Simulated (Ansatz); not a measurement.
# Pt: which structure wins at one pressure

Which of fcc, bcc, hcp, omega, diamond, sc has the lowest enthalpy for Pt at one common pressure? Methods of the runs shown: LAPW. Companion runs by PAW are cited.

Method: DFT, PBE, all-electron LAPW, scalar-relativistic, in Ansatz 0.2.0.

### 1 The starting structure

Symmetry: Fm-3m, No. 225, cubic system. The conventional cell has a = 2.958 Å, b = 2.958 Å, c = 2.958 Å, α = 90.00°, β = 90.00°, γ = 90.00°. Pt (site symmetry m-3m) has 12 Pt at 2.09 Å as nearest neighbours.

As a file:

```
CELL_PARAMETERS angstrom
0.00000 1.47896 1.47896
1.47896 0.00000 1.47896
1.47896 1.47896 0.00000
ATOMIC_POSITIONS crystal
Pt 0.00000 0.00000 0.00000
```

### 2 Fcc relaxed under pressure, LAPW

File input.yaml:

```yaml
crystal:
  lattice:
    - [0.0, 1.4789554135, 1.4789554135]
    - [1.4789554135, 0.0, 1.4789554135]
    - [1.4789554135, 1.4789554135, 0.0]
  atoms:
    - { symbol: Pt, position: [0.0, 0.0, 0.0] }
kpoints:
  mp_grid: { grid: [22, 22, 22] }
scf:
  occupations: { method: fermi_dirac, width: 0.08 }
hamiltonian:
  xc: pbe
  pseudopotentials: { kind: all_electron, lapw: { basis_error: 0.0005 } }
output:
  forces: true
  stress: true
  eigenvalues: true
relax:
  f_tol: 0.005
  max_steps: 12
  cell: { p_target: 2000.0, stress_tol: 1.0 }
```

Command:

```
> ansatz run input.yaml --threads 1 --pin off --max-ram 3584MiB --backend cpu --events-out ev --progress --plain --runs-dir out
```

Further steps of the session: Bcc relaxed under pressure, LAPW; Hcp relaxed under pressure, LAPW; Omega relaxed under pressure, LAPW; Diamond relaxed under pressure, LAPW; Sc relaxed under pressure, LAPW.

Q: Predict the outcome of this session. Wanted: pressure; lowest (for each run or level that gives them).

**Answer**, as computed:

| quantity | value |
| --- | --- |
| pressure | 2000 GPa |
| lowest (LAPW) | fcc, 50.4 meV/atom under bcc |
| lowest (PAW) | fcc, 40.3 meV/atom under bcc |

What this shows: By LAPW the order is fcc < bcc < hcp < omega < sc < diamond. By PAW the order is fcc < bcc < hcp < omega < sc < diamond. The methods agree on the lowest phase. Only these structures were tried, with electrons smeared by 0.08 eV and without vibrations, so the true ground state may be another. The k meshes differ between phases and weren't tested, which can move differences by some meV. Spin-orbit coupling is left out, though the cell holds Pt; in elements this heavy it can shift bands and gaps by tenths of an eV.
